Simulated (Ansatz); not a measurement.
**HfO2: random displacements**

The calculation used Ansatz 0.2.0, DFT PBE, scalar-relativistic, plane waves, PAW. Cutoff 420 eV, Γ-centred 6×6×4 k-points, Gaussian smearing of 0.05 eV. Spin–orbit coupling is left out, which matters for the heavy elements here. No spin polarisation. Energies are free energies at this smearing, counted from the undisturbed cell; pressure is positive in compression.

Reference structure (relaxed at this level; this form isn't the usual structure):

```
Hf O
1.0
     3.60430    0.00000    0.00000
     0.00000    3.60430    0.00000
     0.00000    0.00000    5.26397
Hf O
2 4
Direct
  0.50000 0.50000 0.50000
  0.00000 0.00000 0.00000
  0.00000 0.50000 0.69325
  0.50000 0.00000 0.80675
  0.50000 0.00000 0.30675
  0.00000 0.50000 0.19325
```

The atoms are displaced (Å, in the unstrained cell):

| atom | ux | uy | uz |
| --- | --- | --- | --- |
| Hf1 | -0.062 | 0.042 | -0.021 |
| Hf2 | 0.001 | -0.018 | 0.009 |
| O3 | -0.022 | 0.018 | 0.004 |
| O4 | 0.009 | 0.006 | 0.028 |
| O5 | 0.069 | -0.035 | -0.004 |
| O6 | 0.005 | -0.014 | -0.017 |

Strain (Voigt, engineering shear): (-0.0932, 0.0448, -0.0317, -0.0594, 0.0280, -0.0465).

What are the energy change, the stress and the forces?

ΔE = 217.4 meV/atom; stress (xx, yy, zz, yz, xz, xy; compression positive) (58.71, 7.70, 31.66, 1.66, -8.97, 7.03) GPa; gap on the mesh 4.75 eV.
```csv
atom,Fx (eV/Å),Fy,Fz
Hf1,1.92,0.11,-3.14
Hf2,-0.77,-0.77,3.28
O3,-1.65,-0.22,2.28
O4,0.81,0.17,-3.11
O5,-0.77,0.54,1.14
O6,0.45,0.18,-0.46
```

Cost: 1 run of about 0.29 core-minutes, on Arm Neoverse V2 (shared hosts).